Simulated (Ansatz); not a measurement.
# AlGa2As3: the band gap up the ladder of functionals

An exercise on one series of results from a longer session: the logs are not shown, and one member is left open.

The runs shown are made with Ansatz 0.2.0. PAW datasets, plane waves. The cell comes from a prototype generator: it can be a known phase or a hypothetical one. Spin polarisation is off.

**The cell**

The cell was relaxed beforehand with r2SCAN.

Space group Imm2 (No. 44), orthorhombic; conventional cell a = 4.011 Å, b = 12.033 Å, c = 5.670 Å, 22.80 Å³ an atom. Around Al lie 4 As at 2.45–2.46 Å; around As lie 2 Al at 2.45 Å and 2 Ga at 2.46 Å; around Ga lie 4 As at 2.45–2.46 Å; around As lie 3 Ga at 2.45–2.46 Å and 1 Al at 2.46 Å.

The structure in full:

```xyz
6
Lattice="-2.0055 6.0163 2.8348 2.0055 -6.0163 2.8348 2.0055 6.0163 -2.8348" Properties=species:S:1:pos:R:3 pbc="T T T"
Al    0.0000    0.0000   -0.0042
As    0.0000    6.0163    1.4182
Ga    0.0000    8.0240    0.0016
As    0.0000    2.0045    1.4175
Ga    0.0000    4.0085    0.0016
As    2.0055    4.0118   -1.4173
```

Set-up of the first run:

The input, input.yaml:

```yaml
crystal:
  lattice:
    - [-2.0055488369, 6.0162553552, 2.8348041631]
    - [2.0055488369, -6.0162553552, 2.8348041631]
    - [2.0055488369, 6.0162553552, -2.8348041631]
  atoms:
    - { symbol: Al, position: [-0.0007339419, -0.0007339419, 0.0] }
    - { symbol: As, position: [0.750139856, 0.250139856, 0.5] }
    - { symbol: Ga, position: [0.6671413519, 0.0002823176, 0.6668590344] }
    - { symbol: As, position: [0.4166020127, 0.2500147254, 0.1665872873] }
    - { symbol: Ga, position: [0.3334232832, 0.0002823176, 0.3331409656] }
    - { symbol: As, position: [0.0834274381, 0.2500147254, 0.8334127127] }
kpoints:
  mp_grid: { grid: [8, 8, 8] }
  band_path:
    path:
      - [[0.0, 0.0, 0.0], [0.5, -0.5, 0.5], [0.2777813899192, -0.2777813899192, 0.7222186100808]]
      - [[-0.2777813899192, 0.2777813899192, 0.2777813899192], [0.0, 0.0, 0.0], [0.3055051920794, 0.3055051920794, -0.3055051920794]]
      - [[0.6944948079206, -0.3055051920794, 0.3055051920794], [0.5, -0.5, 0.5]]
      - [[0.0, 0.0, 0.0], [-8.432751845066e-18, 0.5, 8.432751845066e-18], [0.25, 0.25, 0.25], [0.5, -8.432751845066e-18, 8.432751845066e-18], [0.0, 0.0, 0.0], [4.026703739596e-18, -4.026703739596e-18, 0.5], [0.25, 0.25, 0.25]]
    npoints: 10
hamiltonian:
  xc: pbe
scf:
  occupations: { method: fermi_dirac, width: 0.02 }
  n_extra_bands: 5
output:
  forces: true
  stress: true
  eigenvalues: true
```

The run is started by

```
ansatz run input.yaml --threads 4 --pin off --max-ram 6451MiB --backend cpu --events-out ev --progress --plain --runs-dir out
```

Steps of the session up to this table: Band structure with PBE; Single point with r2SCAN; HSE06; Single point with PBE+SOC; Single point with PBE0.

One of the session's tables, all rows but one given; the rest of the session is left out.

| level | gap (eV) |
| --- | --- |
| PBE | 0.95 |
| r2SCAN | 1.47 |
| HSE06 | ? |
| PBE+SOC | 0.84 |
| PBE0 | 2.43 |

Q: Estimate the row for HSE06 from the others.

**Answer.** gap (eV): 1.83. In the column «gap (eV)» it lies between r2SCAN (1.47) and PBE0 (2.43).

Meshes: PBE 8×8×8, r2SCAN 8×8×8, HSE06 4×4×4, PBE+SOC 8×8×8, PBE0 4×4×4

In words: The gap runs from 0.84 eV (PBE+SOC) to 2.43 eV (PBE0). PBE reaches 52 % of the HSE06 value, and r2SCAN 80 %. PBE0 lies 0.60 eV above HSE06, which differs from it by screening the long-range exchange.

To keep in mind: Warnings in the runs' records: stress exchange threshold loose, stress scf threshold loose.
